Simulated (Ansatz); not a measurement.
KBr, 2 atoms in the cell. It takes space group Fm-3m (No. 225, cubic). The conventional cell has a = 6.600 Å, b = 6.600 Å, c = 6.600 Å, α = 90.00°, β = 90.00°, γ = 90.00°. Br (site symmetry m-3m) has 6 K at 3.30 Å as nearest neighbours. K (site symmetry m-3m) has 6 Br at 3.30 Å as nearest neighbours. 

```yaml
Program: Ansatz 0.2.0
Task: band structure
Functional: PBEsol
Dispersion: D3(BJ)
Potentials_or_basis: PseudoDojo stringent (PBEsol files)
Cutoff: 1034 eV
Density_cutoff: 4136 eV
k_mesh: 7 × 7 × 7
Occupations: tetrahedron
Spin: spin-orbit coupling, no magnetisation
Path: "[[\"G\", \"X\", \"W\", \"K\", \"G\", \"L\", \"U\", \"W\", \"L\", \"K\"], [\"U\", \"X\"]]"
Points_for_each_segment_of_the_path: 14
```

Potentials or basis: PseudoDojo stringent (PBEsol files).

Launch:

```console
$ ansatz run input.yaml --threads 1 --pin off --max-ram 2560MiB --backend cpu --events-out ev --progress --plain --runs-dir out
```

Hardware: 1 thread of Intel(R) Xeon(R) CPU @ 2.80GHz (Skylake/Cascade Lake) (shared host).

**Question.** Estimate the wall time of this run.

**Answer.** Run time: 91 s on 1 thread of Intel(R) Xeon(R) CPU @ 2.80GHz (Skylake/Cascade Lake), with other jobs on the host, peak memory 1.3 GiB. Counts: scf iterations 7, plane waves 5521, k points 20, bands 32.
